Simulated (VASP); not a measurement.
# BAs (F-43m) in VASP: notebook

The runs below take BAs through band structure, relaxation of cell and atoms, with SCAN, r2SCAN-EpsX, PBE.

All numbers are computed with VASP 6.6.1; they aren't measurements. Logs are shortened: lines on timing, memory, paths and dates and some standing lists are left out, and cuts for length are marked.

### Step 1. The structure

It takes space group F-43m (No. 216, cubic). Conventional cell: a = 4.777 Å, b = 4.777 Å, c = 4.777 Å, α = 90.00°, β = 90.00°, γ = 90.00°. Around As (site symmetry -43m) lie 4 B at 2.07 Å. B (site symmetry -43m) is surrounded by 4 As at 2.07 Å.

### Step 2. Band structure, SCAN

Contents of INCAR:

```
  ALGO = Normal
  EDIFF = 1E-7
  ENCUT = 520
  ISIF = 2
  ISMEAR = -1
  LASPH = T
  LCHARG = F
  LMIXTAU = T
  LREAL = F
  LWAVE = F
  METAGGA = SCAN
  NELM = 100
  PREC = Accurate
  SIGMA = 0.05
```

Contents of KPOINTS:

```
k-points
0
Gamma
  10 10 10
```

Contents of POSCAR:

```
BAs
1.0
    0.0000000000      2.3885000000      2.3885000000
    2.3885000000      0.0000000000      2.3885000000
    2.3885000000      2.3885000000      0.0000000000
As B
1 1
Direct
    0.7500000000      0.7500000000      0.7500000000
    0.0000000000      0.0000000000      0.0000000000
```

Contents of KPOINTS_OPT:

```
path GXWKGLUWLK,UX
20
line-mode
reciprocal
 0.0000000000  0.0000000000  0.0000000000  G
 0.5000000000  0.0000000000  0.5000000000  X

 0.5000000000  0.0000000000  0.5000000000  X
 0.5000000000  0.2500000000  0.7500000000  W

 0.5000000000  0.2500000000  0.7500000000  W
 0.3750000000  0.3750000000  0.7500000000  K

 0.3750000000  0.3750000000  0.7500000000  K
 0.0000000000  0.0000000000  0.0000000000  G

 0.0000000000  0.0000000000  0.0000000000  G
 0.5000000000  0.5000000000  0.5000000000  L

 0.5000000000  0.5000000000  0.5000000000  L
 0.6250000000  0.2500000000  0.6250000000  U

 0.6250000000  0.2500000000  0.6250000000  U
 0.5000000000  0.2500000000  0.7500000000  W

 0.5000000000  0.2500000000  0.7500000000  W
 0.5000000000  0.5000000000  0.5000000000  L

 0.5000000000  0.5000000000  0.5000000000  L
 0.3750000000  0.3750000000  0.7500000000  K

 0.6250000000  0.2500000000  0.6250000000  U
 0.5000000000  0.0000000000  0.5000000000  X
```

Potentials or basis: VASP PAW PBE potentials, release 64 (As, B).

On the command line:

```
$ cat potpaw_PBE.64/As/POTCAR potpaw_PBE.64/B/POTCAR > POTCAR
$ mpirun -np 1 vasp_std > vasp.out
```

OUTCAR:

```text
EDIFF = 1E-7
   ENCUT = 520
   ISIF = 2
   ISMEAR = -1
   LASPH = T
   LREAL = F
   METAGGA = SCAN
   NELM = 100
   PREC = Accurate

 ion  position               nearest neighbor table
   1  0.750  0.750  0.750-   2 2.07   2 2.07   2 2.07   2 2.07
   2  0.000  0.000  0.000-   1 2.07   1 2.07   1 2.07   1 2.07

  LATTYP: Found a face centered cubic cell.
 ALAT       =     4.7770000000

  Lattice vectors:

 A1 = (   0.0000000000,   2.3885000000,   2.3885000000)
 A2 = (   2.3885000000,   0.0000000000,   2.3885000000)
 A3 = (   2.3885000000,   2.3885000000,   0.0000000000)

Analysis of symmetry for initial positions (statically):
=====================================================================
 Subroutine PRICEL returns:
 Original cell was already a primitive cell.

 Routine SETGRP: Setting up the symmetry group for a
 face centered cubic supercell.

 Subroutine GETGRP returns: Found 24 space group operations
 (whereof 24 operations were pure point group operations)
 out of a pool of 48 trial point group operations.

The static configuration has the point symmetry T_d .

Analysis of symmetry for dynamics (positions and initial velocities):
=====================================================================
 Subroutine PRICEL returns:
 Original cell was already a primitive cell.

 Routine SETGRP: Setting up the symmetry group for a
 face centered cubic supercell.

 Subroutine GETGRP returns: Found 24 space group operations
 (whereof 24 operations were pure point group operations)
 out of a pool of 48 trial point group operations.

The dynamic configuration has the point symmetry T_d .

 Subroutine INISYM returns: Found 24 space group operations
 (whereof 24 operations are pure point group operations),
 and found     1 'primitive' translations

----------------------------------------------------------------------------------------

                                     Primitive cell

  volume of cell :      27.2525

  direct lattice vectors                    reciprocal lattice vectors
     0.000000000  2.388500000  2.388500000    -0.209336404  0.209336404  0.209336404
     2.388500000  0.000000000  2.388500000     0.209336404 -0.209336404  0.209336404
     2.388500000  2.388500000  0.000000000     0.209336404  0.209336404 -0.209336404

  length of vectors
     3.377849094  3.377849094  3.377849094     0.362581287  0.362581287  0.362581287

  position of ions in fractional coordinates (direct lattice)
     0.750000000  0.750000000  0.750000000
     0.000000000  0.000000000  0.000000000

[... 98 lines left out ...]
   EDIFF  = 0.1E-06   stopping-criterion for ELM
   LREAL  =      F    real-space projection
   EDIFFG = 0.1E-05   stopping-criterion for IOM
   NSW    =      0    number of steps for IOM
   IBRION =     -1    ionic relax: 0-MD 1-quasi-New 2-CG
   NFREE  =      0    steps in history (QN), initial steepest desc. (CG)
   ISIF   =      2    stress and relaxation
   ISYM   =      2    0-nonsym 1-usesym 2-fastsym
   POTIM  = 0.5000    time-step for ionic-motion
   TEBEG  =    0.0;   TEEND  =   0.0 temperature during run
   PSTRESS=    0.0 pullay stress
   NELECT =       8.0000    total number of electrons
   NUPDOWN=      -1.0000    fix difference up-down
   EMIN   =  10.00;   EMAX   =-10.00  energy-range for DOS
   EFERMI =   0.00;   METHOD = LEGACY
   ISMEAR =    -1;   SIGMA  =   0.05  broadening in eV -4-tet -1-fermi 0-gaus
   EFERMI_NEDOS =   21; number of points for ismear=-14 and -15
   IALGO  =     38    algorithm
   IMIX   =      4    mixing-type and parameters
     AMIX     =   0.40;   BMIX     =  1.00
     AMIX_MAG =   1.60;   BMIX_MAG =  1.00
  volume/ion in A,a.u.               =      13.63        91.95
  Fermi-wavevector in a.u.,A,eV,Ry     =   1.088018  2.056057 16.106360  1.183784
  Thomas-Fermi vector in A             =   2.224191
   LORBIT       =      0    0 simple, 1 ext, 2 COOP (PROOUT), +10 PAW based schemes
   METAGGA = SCAN    functional components
   LHFCALC =     F    Hartree Fock is set to
   AEXX    =    0.0000 exact exchange contribution
   IVDW    =     0    specifies the selected vdW correction
   LEPSILON=     F    determine dielectric tensor
   LRPA    =     F    only Hartree local field effects (RPA)
 non-spin polarized calculation
  energy-cutoff  :      520.00
  volume of cell :       27.25
 maximum number of plane-waves:       754
 NGX is ok and might be reduce to    28
   NGX = 13   NGY = 13   NGZ = 13

 number of electron       8.0000000 magnetization

 Free energy of the ion-electron system (eV)
  ---------------------------------------------------
  ext. energy  EPLUGINS =         0.00000000
  ---------------------------------------------------
  free energy    TOTEN  =       -27.86576952 eV

  energy without entropy =      -27.86576952  energy(sigma->0) =      -27.86576952

 E-fermi :   6.6379     XC(G=0): -11.0819

 val. band max:        5.9473528138   @ k =   0.0000   0.0000   0.0000
 cond. band min:       7.3629237892   @ k =   0.4000   0.4000   0.0000
 fundamental gap:      1.4155709755
 Fermi energy:         6.6378923527

 k-point     1 :       0.0000    0.0000    0.0000
  band No.  band energies     occupation
      1     -10.0512      2.00000
      2       5.9469      2.00000
      3       5.9471      2.00000
      4       5.9474      2.00000
      5       9.5239      0.00000
      6       9.5243      0.00000
      7       9.5247      0.00000
      8      11.1150      0.00000
[... 419 lines left out ...]
 k-point    40 :      -0.2000    0.3000    0.1000
  band No.  band energies     occupation
      1      -7.3206      2.00000
      2      -0.9897      2.00000
      3       0.7940      2.00000
      4       3.3290      2.00000
      5      10.4840      0.00000
      6      11.5284      0.00000
      7      12.6956      0.00000
      8      14.6827      0.00000

 [... further k-points ...]
[... 5 lines left out ...]
  --------------------------------------------------------------------------------------
  -------------------------------------------------------------------------------------
  Total        0.0286366      0.0286366      0.0286366     -0.0000000      0.0000000      0.0000000
  in kB        1.6835496      1.6835496      1.6835496     -0.0000000      0.0000000      0.0000000
  external PRESSURE =       1.6835496 kB  Pullay stress =       0.0000000 kB

 VOLUME and BASIS-vectors are now :
 -----------------------------------------------------------------------------
  energy-cutoff  :      520.00
  volume of cell :       27.25
      direct lattice vectors                 reciprocal lattice vectors
     0.000000000  2.388500000  2.388500000    -0.209336404  0.209336404  0.209336404
     2.388500000  0.000000000  2.388500000     0.209336404 -0.209336404  0.209336404
     2.388500000  2.388500000  0.000000000     0.209336404  0.209336404 -0.209336404

 POSITION                                       TOTAL-FORCE (eV/Angst)
 -----------------------------------------------------------------------------------
      3.58275      3.58275      3.58275        -0.000000     -0.000000     -0.000000
      0.00000      0.00000      0.00000         0.000000      0.000000      0.000000
 -----------------------------------------------------------------------------------
    total drift:                               -0.000000     -0.000000     -0.000001

  FREE ENERGIE OF THE ION-ELECTRON SYSTEM (eV)
  ---------------------------------------------------
  free  energy   TOTEN  =       -27.8657695246 eV

  energy  without entropy=      -27.8657695152  energy(sigma->0) =      -27.86576952
```

It took 1.9 min on 1 thread of AMD EPYC 9R45 (Zen 5), shared host; peak memory 0.14 GiB.

Results:

| Property | Result |
| --- | --- |
| Free energy | -27.8658 eV |
| Pressure | 0.2 GPa |
| Band gap on the k mesh | 1.42 eV, indirect (least direct gap 3.58 eV) |
| Band gap along the path | 1.42 eV, indirect (least direct gap 3.58 eV) |

Levels at the corners of the path, in eV from the valence-band top:
```
point  band 1  band 2  band 3  band 4  band 5  band 6  band 7  band 8
    Γ  -16.00    0.00    0.00    0.00    3.58    3.58    3.58    5.17
    X  -11.61   -8.91   -4.21   -4.21    1.65    1.72   12.17   12.17
    X  -11.61   -8.91   -4.21   -4.21    1.65    1.72   12.17   12.17
    W  -11.45   -8.45   -5.64   -5.34    5.66    6.50    7.16    7.48
    W  -11.45   -8.45   -5.64   -5.34    5.66    6.50    7.16    7.48
    K  -11.66   -8.52   -6.11   -3.60    2.32    5.98    9.85   10.42
    K  -11.66   -8.52   -6.11   -3.60    2.32    5.98    9.85   10.42
    Γ  -16.00    0.00    0.00    0.00    3.58    3.58    3.58    5.17
    Γ  -16.00    0.00    0.00    0.00    3.58    3.58    3.58    5.17
    L  -13.01   -9.11   -1.88   -1.88    3.00    5.14    5.15    9.49
    L  -13.01   -9.11   -1.88   -1.88    3.00    5.14    5.15    9.49
    U  -11.66   -8.52   -6.11   -3.60    2.32    5.98    9.85   10.42
    U  -11.66   -8.52   -6.11   -3.60    2.32    5.98    9.85   10.42
    W  -11.45   -8.45   -5.64   -5.34    5.66    6.50    7.16    7.48
    W  -11.45   -8.45   -5.64   -5.34    5.66    6.50    7.16    7.48
    L  -13.01   -9.11   -1.88   -1.88    3.00    5.14    5.15    9.49
    L  -13.01   -9.11   -1.88   -1.88    3.00    5.14    5.15    9.49
    K  -11.66   -8.52   -6.11   -3.60    2.32    5.98    9.85   10.42
    U  -11.66   -8.52   -6.11   -3.60    2.32    5.98    9.85   10.42
    X  -11.61   -8.91   -4.21   -4.21    1.65    1.72   12.17   12.17
```

Caveat: the PAW data sets were made with another functional, which shifts forces and pressure a little.

### Step 3. Relaxation of cell and atoms, r2SCAN-EpsX

POSCAR is that of step 2.

Contents of INCAR.step1:

```
SYSTEM = BAs
PREC = Accurate
ENCUT = 600
EDIFF = 1E-8
ISMEAR = -1
SIGMA = 0.05
LREAL = .FALSE.
LASPH = .TRUE.
NELM = 60
ALGO = Normal
LWAVE = .FALSE.
LCHARG = .FALSE.
GGA = PE
LEPSILON = .TRUE.
```

Contents of KPOINTS.step1:

```
Automatic mesh
0
G
  10 10 10
  0 0 0
```

Contents of INCAR.step2:

```
SYSTEM = BAs
PREC = Accurate
ENCUT = 600
EDIFF = 1E-5
ISMEAR = -1
SIGMA = 0.05
LREAL = .FALSE.
LASPH = .TRUE.
NELM = 60
ALGO = Normal
LWAVE = .TRUE.
LCHARG = .FALSE.
GGA = PE
```

Contents of KPOINTS.step2:

```
regular mesh
0
G
  5 5 5
  0 0 0
```

Contents of INCAR.step3:

```
SYSTEM = BAs
PREC = Accurate
ENCUT = 600
EDIFF = 1E-6
ISMEAR = -1
SIGMA = 0.05
LREAL = .FALSE.
LASPH = .TRUE.
NELM = 60
ALGO = Normal
ISIF = 3
LWAVE = .FALSE.
LCHARG = .FALSE.
METAGGA = R2SCAN
LHFCALC = .TRUE.
AEXX = 0.1013
LMIXTAU = .TRUE.
PRECFOCK = Fast
IBRION = 2
NSW = 60
EDIFFG = -0.01
ISTART = 1
```

Contents of KPOINTS.step3:

```
regular mesh
0
G
  5 5 5
  0 0 0
```

Potentials or basis: VASP PAW PBE potentials, release 64 (As, B).

On the command line:

```
$ cat potpaw_PBE.64/As/POTCAR potpaw_PBE.64/B/POTCAR > POTCAR
$ cp INCAR.step1 INCAR
$ cp KPOINTS.step1 KPOINTS
$ mpirun -np 1 vasp_std > vasp.out
$ cp INCAR.step2 INCAR
$ cp KPOINTS.step2 KPOINTS
$ mpirun -np 1 vasp_std > vasp.out
$ cp INCAR.step3 INCAR
$ cp KPOINTS.step3 KPOINTS
$ mpirun -np 1 vasp_std > vasp.out
```

It took 6 min on 1 thread of AMD EPYC 7R13 (Zen 3), shared host; peak memory 0.24 GiB.

Results (log left out):

```yaml
Free_energy: -22.2652 eV
Relaxed_volume: 13.60 Å³/atom
Relaxed_cell: a = 3.376 Å, b = 3.376 Å, c = 3.376 Å, α = 60.00°, β = 60.00°, γ = 60.00°
Space_group_after_relaxing_to_0.05_Å: F-43m (No. 216)
Energy_gained_by_relaxing: 0.0 meV/atom
Ionic_steps: 2
Pressure_after_relaxing: 0.1 GPa
Band_gap_on_the_k_mesh: 1.88 eV, indirect (least direct gap 4.03 eV)
```

Final structure:
```
As B
1.0
     0.00000    2.38694    2.38694
     2.38694    0.00000    2.38694
     2.38694    2.38694    0.00000
As B
1 1
Cartesian
  3.5804 3.5804 3.5804
  0.0000 0.0000 0.0000
```

Levels at points of the mesh, in eV from the valence-band top:
```
           k point  band 1  band 2  band 3  band 4  band 5  band 6  band 7  band 8
(0.00, 0.00, 0.00)  -16.73    0.00    0.00    0.00    4.03    4.03    4.03    5.86
```

Caveat: the k mesh is coarse (spacing up to 0.46 Å⁻¹), so the values aren't converged, least of all with exact exchange; the PAW data sets were made with another functional, which shifts forces and pressure a little; an odd mesh through Γ misses points on the zone boundary, where band edges often lie.

### Step 4. Band structure, PBE

POSCAR is that of step 3.

Contents of INCAR.step1:

```
PREC = Accurate
ENCUT = 520
EDIFF = 1E-7
ISMEAR = -1
SIGMA = 0.05
LREAL = False
LASPH = True
NELM = 80
ALGO = Fast
ISIF = 2
LWAVE = False
LCHARG = True
GGA = PE
```

Contents of KPOINTS.step1:

```
Automatic mesh
0
Gamma
  10 10 10
```

Contents of INCAR.step2:

```
PREC = Accurate
ENCUT = 520
EDIFF = 1E-7
ISMEAR = 0
SIGMA = 0.05
LREAL = False
LASPH = True
NELM = 80
ALGO = Fast
ISIF = 2
LWAVE = False
LCHARG = False
GGA = PE
ICHARG = 11
```

Contents of KPOINTS.step2:

```
path GXWKGLUWLK,UX
10
line-mode
reciprocal
 0.0000000000  0.0000000000  0.0000000000  G
 0.5000000000  0.0000000000  0.5000000000  X

 0.5000000000  0.0000000000  0.5000000000  X
 0.5000000000  0.2500000000  0.7500000000  W

 0.5000000000  0.2500000000  0.7500000000  W
 0.3750000000  0.3750000000  0.7500000000  K

 0.3750000000  0.3750000000  0.7500000000  K
 0.0000000000  0.0000000000  0.0000000000  G

 0.0000000000  0.0000000000  0.0000000000  G
 0.5000000000  0.5000000000  0.5000000000  L

 0.5000000000  0.5000000000  0.5000000000  L
 0.6250000000  0.2500000000  0.6250000000  U

 0.6250000000  0.2500000000  0.6250000000  U
 0.5000000000  0.2500000000  0.7500000000  W

 0.5000000000  0.2500000000  0.7500000000  W
 0.5000000000  0.5000000000  0.5000000000  L

 0.5000000000  0.5000000000  0.5000000000  L
 0.3750000000  0.3750000000  0.7500000000  K

 0.6250000000  0.2500000000  0.6250000000  U
 0.5000000000  0.0000000000  0.5000000000  X
```

On the command line:

```
$ cat potpaw_PBE.64/As/POTCAR potpaw_PBE.64/B/POTCAR > POTCAR
$ cp INCAR.step1 INCAR
$ cp KPOINTS.step1 KPOINTS
$ mpirun -np 1 vasp_std > vasp.out
$ cp INCAR.step2 INCAR
$ cp KPOINTS.step2 KPOINTS
$ mpirun -np 1 vasp_std > vasp.out
```

It took 19 s on 1 thread of Intel Xeon Platinum 8488C (Sapphire Rapids), shared host; peak memory 0.16 GiB.

Results (log left out):

```
Band gap on the k mesh  : 1.18 eV, indirect (least direct gap 3.28 eV)
Band gap along the path : 1.18 eV, indirect (least direct gap 3.27 eV)
```

Levels at the corners of the path, in eV from the valence-band top:
```csv
point,band 2,band 3,band 4,band 5,band 6,band 7
Γ,0.00,0.00,0.00,3.27,3.27,3.27
X,-8.53,-4.08,-4.08,1.42,1.44,11.36
X,-8.53,-4.08,-4.08,1.42,1.44,11.36
W,-8.07,-5.49,-5.20,5.24,5.93,6.80
W,-8.07,-5.49,-5.20,5.24,5.93,6.80
K,-8.15,-5.95,-3.49,2.04,5.54,9.21
K,-8.15,-5.95,-3.49,2.04,5.54,9.21
Γ,0.00,0.00,0.00,3.27,3.27,3.27
Γ,0.00,0.00,0.00,3.27,3.27,3.27
L,-8.79,-1.82,-1.82,2.69,4.78,4.78
L,-8.79,-1.82,-1.82,2.69,4.78,4.78
U,-8.15,-5.95,-3.49,2.04,5.54,9.21
U,-8.15,-5.95,-3.49,2.04,5.54,9.21
W,-8.07,-5.49,-5.20,5.24,5.93,6.80
W,-8.07,-5.49,-5.20,5.24,5.93,6.80
L,-8.79,-1.82,-1.82,2.69,4.78,4.78
L,-8.79,-1.82,-1.82,2.69,4.78,4.78
K,-8.15,-5.95,-3.49,2.04,5.54,9.21
U,-8.15,-5.95,-3.49,2.04,5.54,9.21
X,-8.53,-4.08,-4.08,1.42,1.44,11.36
```

Caveat: the log is that of the step along the path at fixed density, whose energy, stress, charges and moments have no meaning. Expect the measured gap to be larger: semilocal functionals such as PBE lack the derivative discontinuity.

### Step 5. Overview

| task | level | cell | k mesh | cutoff (eV) | grid for exact exchange (PRECFOCK) | exchange at q = 0 | share of exact exchange | mesh quality | gap on the mesh (eV) | pressure (GPa) |
| --- | --- | --- | --- | --- | --- | --- | --- | --- | --- | --- |
| band structure | SCAN | as given | 10 × 10 × 10 | 520 | - | - | - | not flagged | 1.42 | 0.2 |
| relaxation of cell and atoms | r2SCAN-EpsX | relaxed | 5 × 5 × 5 | 600 | Fast | default | 0.1013 | coarse | 1.88 | 0.1 |
| band structure | PBE | as given | 10 × 10 × 10 | 520 | - | - | - | not flagged | 1.18 | - |

Alike in all rows: potentials or basis VASP PAW PBE potentials, release 64 (As, B); no spin polarisation; smearing fermi-dirac 0.05 eV.

Caveats: some runs use coarse meshes; the PAW data sets were made with another functional, which shifts forces and pressure a little (some runs); an odd mesh through Γ misses points on the zone boundary, where band edges often lie (some runs).

Absolute energies hang on the potentials; compare differences alone.
